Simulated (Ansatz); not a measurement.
Level of theory: Ansatz 0.2.0, DFT PBE, scalar-relativistic, plane waves, PAW. All cells share a 420 eV cutoff and Γ-centred k meshes spaced at most about 0.3 Å⁻¹ (about 0.25 or finer for metals, 2π included). No spin polarisation.

All energies are static (0 K, no zero-point motion).

Two forms of Si5Ge were relaxed alike.

A.

```cif
data_structure
_symmetry_space_group_name_H-M 'P6/mmm'
_symmetry_Int_Tables_number 191
_cell_length_a 4.4757
_cell_length_b 4.4757
_cell_length_c 5.3931
_cell_angle_alpha 90.000
_cell_angle_beta 90.000
_cell_angle_gamma 120.000
_cell_volume 93.56
loop_
_atom_site_label
_atom_site_type_symbol
_atom_site_symmetry_multiplicity
_atom_site_Wyckoff_symbol
_atom_site_fract_x
_atom_site_fract_y
_atom_site_fract_z
_atom_site_occupancy
Si1 Si 1 a 0.00000 0.00000 0.00000 1
Si2 Si 4 h 0.33333 0.66667 0.23938 1
Ge1 Ge 1 b 0.00000 0.00000 0.50000 1
```

B.

```cif
data_structure
_symmetry_space_group_name_H-M 'Cmmm'
_symmetry_Int_Tables_number 65
_cell_length_a 3.7166
_cell_length_b 13.4037
_cell_length_c 3.7658
_cell_angle_alpha 90.000
_cell_angle_beta 90.000
_cell_angle_gamma 90.000
_cell_volume 187.60
loop_
_atom_site_label
_atom_site_type_symbol
_atom_site_symmetry_multiplicity
_atom_site_Wyckoff_symbol
_atom_site_fract_x
_atom_site_fract_y
_atom_site_fract_z
_atom_site_occupancy
Si1 Si 4 i 0.00000 0.68045 0.00000 1
Si2 Si 2 c 0.50000 0.00000 0.50000 1
Si3 Si 4 j 0.50000 0.66446 0.50000 1
Ge1 Ge 2 a 0.00000 0.00000 0.00000 1
```

Task: Which would you expect to be lower, and how large is the difference?

Result: A is lower, by 39 meV/atom. A has space group P6/mmm (No. 191), 15.6 Å³/atom and no gap on its mesh; B has Si and Ge ordered on fcc sites, space group Cmmm (No. 65), 15.6 Å³/atom and no gap. Counting Si atoms around Ge (those within 1.25 times the shortest such distance or 1.15 times the sum of covalent radii; a plus sign parts nearer from farther groups), A has Ge 2+12 and B has Ge 4+8. Even the lower one lies +0.49 eV/atom against the reference forms of the elements (uncorrected), so neither is stable at this level. In A, Si on a site of symmetry 6/mmm has 2 Ge at 2.70 Å and 12 Si at 2.89 Å; Si on a site of symmetry 3m is surrounded by 4 Si at 2.58 Å, 4 Si at 2.81–2.89 Å and 3 Ge at 2.94 Å; around Ge lie 2 Si at 2.70 Å and 12 Si at 2.94 Å. In B, around Si on a site of symmetry m2m lie 8 Si at 2.63–2.80 Å, 2 Ge at 3.05 Å and 2 Si at 3.07 Å; Si on a site of symmetry mmm is surrounded by 4 Ge at 2.65 Å, 4 Si at 2.88 Å and 4 Si at 3.07 Å; Ge has 4 Si at 2.65 Å and 8 Si at 2.90–3.05 Å; 1 more site not described. Both come from invented guesses.

Cells relaxed within their symmetry can be saddle points.
